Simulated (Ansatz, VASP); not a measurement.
**Nb: VASP beside Ansatz**

```
CELL_PARAMETERS angstrom
-1.66395 1.66395 1.66395
1.66395 -1.66395 1.66395
1.66395 1.66395 -1.66395
ATOMIC_POSITIONS crystal
Nb 0.00000 0.00000 0.00000
```

Alike in both runs: task single point; functional PBE; k mesh 11 × 11 × 11; occupations fermi-dirac, width 0.05 eV; no spin polarisation.

|  | VASP | Ansatz |
| --- | --- | --- |
| version | VASP 6.6.1 | Ansatz 0.2.0 |
| potentials or method | VASP PAW PBE potentials, release 64 (Nb_sv), cutoff 520 eV | all-electron LAPW, scalar-relativistic |

Ansatz gave:

- gap on the k mesh at the Fermi level (eV): none
- pressure (GPa): -2.0

Q: Estimate VASP's values.

A: gap on the k mesh at the Fermi level (eV): none; pressure (GPa): -2.4.

A gap of «none» marks a metal or a gap that the smearing closes. Ansatz ran all-electron here, so the differences hold the error of VASP's frozen core and of both bases.
